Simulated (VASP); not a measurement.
**In7Se8 (a cell with a defect): single point with PBE**

In7Se8 (a cell with a defect):

```xyz
15
Lattice="11.0195 0.0000 0.0000 0.0000 8.2196 0.0000 0.2252 0.0000 4.6043" Properties=species:S:1:pos:R:3 pbc="T T T"
Se    1.7081    2.2426    2.5051
Se    9.4661    2.2925    2.1197
Se    3.7493   -0.0048    0.1535
Se    7.4596   -0.0008    4.5206
Se    1.7044    5.9936    2.4837
Se    9.4677    5.9275    2.1029
Se    4.2663    4.1043    0.0942
Se    6.8675    4.1071    4.5548
In    4.2811    1.9806    2.9118
In    6.8837    1.9813    1.7617
In    1.4038    0.0044    3.9329
In    9.8042    0.0102    0.7640
In    4.2803    6.2262    2.9117
In    6.8816    6.2304    1.7530
In   10.8617    4.1371   -0.2455
```

```json
{"Program": "VASP 6.6.1", "Task": "single point", "Functional": "PBE", "Potentials or basis": "VASP PAW PBE potentials, release 64 (Se, In_d)", "Cutoff": "520 eV", "k mesh": "2 × 2 × 3", "Occupations": "fermi-dirac, width 0.05 eV", "Spin": "no spin polarisation", "Dipole correction": "no", "Further INCAR settings": "LREAL = Auto; ALGO = Fast; EDIFF = 1e-07; NBANDS = 82"}
```

The pressure is 1.0 GPa and the largest force is 0.058 eV/Å. The band gap on the k mesh is none (metal or under the smearing width).

Forces on the atoms (eV/Å):
```
Se  -0.025 -0.006 -0.028
Se  -0.012  0.006 -0.011
Se  -0.004 -0.003 -0.016
Se   0.026 -0.001 -0.004
Se  -0.006  0.012 -0.006
Se  -0.012 -0.001  0.002
Se  -0.012  0.007  0.049
Se   0.051 -0.006  0.025
In   0.027 -0.018  0.001
In  -0.020  0.023  0.008
In  -0.032 -0.001  0.029
In   0.023 -0.016 -0.010
In   0.017  0.035  0.006
In  -0.018 -0.009  0.009
In  -0.004 -0.021 -0.054
```

Stress tensor (GPa, compression positive):
```
 1.75  0.01  0.62
 0.01  1.22  0.00
 0.62  0.00 -0.08
```

Levels at points of the mesh, in eV from the Fermi level:
```tsv
k point	band 66	band 67	band 68	band 69	band 70	band 71	band 72	band 73	band 74	band 75
(0.00, 0.00, 0.00)	-0.71	-0.65	-0.61	-0.34	-0.11	1.29	1.47	1.56	2.45	2.56
(0.50, 0.00, 0.00)	-0.83	-0.74	-0.65	-0.55	-0.46	1.00	1.37	1.56	1.88	2.34
(0.00, 0.50, 0.00)	-0.92	-0.82	-0.68	-0.29	-0.05	1.35	2.20	2.47	2.69	2.71
(0.50, 0.50, 0.00)	-0.88	-0.78	-0.36	-0.27	-0.07	1.22	1.28	1.86	2.24	2.79
```

Wall time 12 min on 1 thread of Intel(R) Xeon(R) Platinum 8488C (Sapphire Rapids), with other jobs on the host, peak memory 0.53 GiB.

Caveat: the k mesh is coarse (spacing up to 0.45 Å⁻¹), so the values aren't converged.
